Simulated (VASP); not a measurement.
Write the native input for VASP 6.6.1 that does the following.

```yaml
Task: relaxation of cell and atoms
Functional: PBE
Potentials_or_basis: VASP PAW PBE potentials, release 64 (Si)
Cutoff: 600 eV
k_mesh: 11 × 11 × 11
Occupations: fermi-dirac, width 0.05 eV
Spin: no spin polarisation
Target_pressure: 6 GPa
P_gpa: 6
Further_INCAR_settings: ALGO = Normal; EDIFF = 1e-06; IBRION = 2; EDIFFG = -0.005; NSW = 60; ISIF = 3
Target_pressure: 6 GPa
```

The structure of Si lies in POSCAR:

```
Si
1.0
    0.0000000000      2.7155000000      2.7155000000
    2.7155000000      0.0000000000      2.7155000000
    2.7155000000      2.7155000000      0.0000000000
Si
2
Direct
    0.0000000000      0.0000000000      0.0000000000
    0.2500000000      0.2500000000      0.2500000000
```

These files were run (other wordings do the same):

INCAR

```
  ALGO = Normal
  EDIFF = 1E-6
  EDIFFG = -0.005
  ENCUT = 600
  GGA = PE
  IBRION = 2
  ISIF = 3
  ISMEAR = -1
  LASPH = True
  LCHARG = False
  LREAL = False
  LWAVE = False
  NELM = 60
  NSW = 60
  PREC = Accurate
  PSTRESS = 60
  SIGMA = 0.05
```

KPOINTS

```
k-points
0
Gamma
  11 11 11
```

Potentials or basis: VASP PAW PBE potentials, release 64 (Si).

Run with:

```bash
$ cat potpaw_PBE.64/Si/POTCAR > POTCAR
$ mpirun -np 1 vasp_std > vasp.out
```

Results of the run:

- Relaxed volume: 19.27 Å³/atom
- Relaxed cell: a = 3.791 Å, b = 3.791 Å, c = 3.791 Å, α = 60.00°, β = 60.00°, γ = 60.00°
- Space group after relaxing (to 0.05 Å): Fd-3m (No. 227)
- Energy change on relaxing (the enthalpy is what falls): +18.4 meV/atom
- Ionic steps: 3
- Pressure after relaxing: 6.0 GPa
- Band gap on the k mesh: 0.52 eV, indirect (least direct gap 2.58 eV)

Caveat: the cell is relaxed towards a set pressure, so the enthalpy falls and the energy may rise; an odd mesh through Γ misses points on the zone boundary, where band edges often lie.

Wall time 25 s on 1 thread of Intel(R) Xeon(R) Platinum 8259CL CPU @ 2.50GHz (Skylake/Cascade Lake) (shared host), peak memory 0.18 GiB.
